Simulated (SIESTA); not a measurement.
The system is Si.

```xyz
2
Lattice="0.0000 2.7219 2.7219 2.7219 0.0000 2.7219 2.7219 2.7219 0.0000" Properties=species:S:1:pos:R:3 pbc="T T T"
Si    2.7219    2.7219    2.7219
Si    4.0828    4.0828    4.0828
```

Base run:

- Program: SIESTA 5.4.2
- Functional: vdW-DF2
- Potentials or basis: PseudoDojo 0.4 standard (PBE files)
- Basis: DZP (energy shift 0.002 Ry)
- Grid cutoff: 500 Ry
- Energy shift: 0.002 Ry
- k mesh: 8 × 8 × 8
- Occupations: fermi-dirac, width 0.05 eV
- Spin: no spin polarisation

Its results: band gap on the k mesh 0.94 eV, indirect (least direct gap 2.81 eV); pressure 6.5 GPa.

Q: The run is repeated on the same cell with these changes: functional from vdW-DF2 to PW91. What comes out?

A: Band gap on the k mesh 0.65 eV, indirect (least direct gap 2.59 eV); pressure 2.9 GPa.

Caveats: the potentials were made for another functional, which shifts forces and pressure; the basis of atomic orbitals isn't converged, which shifts pressures, moduli and gaps.

A k mesh can miss the band edges.

Not every run made on this cell is shown here.
